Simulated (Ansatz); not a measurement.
**Calculated quadrupolar parameters for Si₃N₄**

The cell is an entry of the Crystallography Open Database (COD) whose atoms were relaxed with PBE, the cell held.

```
Si N
1.0
    -3.23735    3.23735    3.23735
     3.23735   -3.23735    3.23735
     3.23735    3.23735   -3.23735
Si N
6 8
Direct
  0.25000 0.12500 0.87500
  0.87500 0.25000 0.12500
  0.75000 0.37500 0.62500
  0.62500 0.75000 0.37500
  0.12500 0.87500 0.25000
  0.37500 0.62500 0.75000
  0.56280 0.56280 0.56280
  0.43720 0.50000 0.00000
  0.50000 0.00000 0.93720
  0.00000 0.43720 0.50000
  0.93720 0.50000 0.00000
  0.06280 0.06280 0.06280
  0.00000 0.93720 0.50000
  0.50000 0.00000 0.43720
```

Atom numbers follow the list; atoms alike are taken as one site, whose name carries the number of the first.

Computed with Ansatz: DFT, LDA, plane waves and PAW, scalar-relativistic, 420 eV cutoff, Γ-centred 6×6×6 k-points, Fermi–Dirac smearing 0.02 eV.

C_Q = eQV_zz/h, which is 24.18 MHz for Q = 1 b and V_zz = 10²¹ V/m²; η = (V_xx − V_yy)/V_zz. Directions are in the Cartesian axes of the cell vectors above, for the atom listed; none is given where the gradient is under 0.02 or η is above 0.95.

```
site  first atom     first shell  V_zz (10²¹ V/m²)     η  direction of V_zz (x, y, z)
  Si           1   4 N at 1.75 Å             -0.11  0.00               1.00 0.00 0.00
   N           7  3 Si at 1.75 Å             -5.59  0.00               0.58 0.58 0.58
```

An axis of threefold or higher order runs through Si and N, so V_zz lies along it and η is zero.

At this cell the LDA pressure is -8 GPa, so with LDA the cell would shrink if it were relaxed.
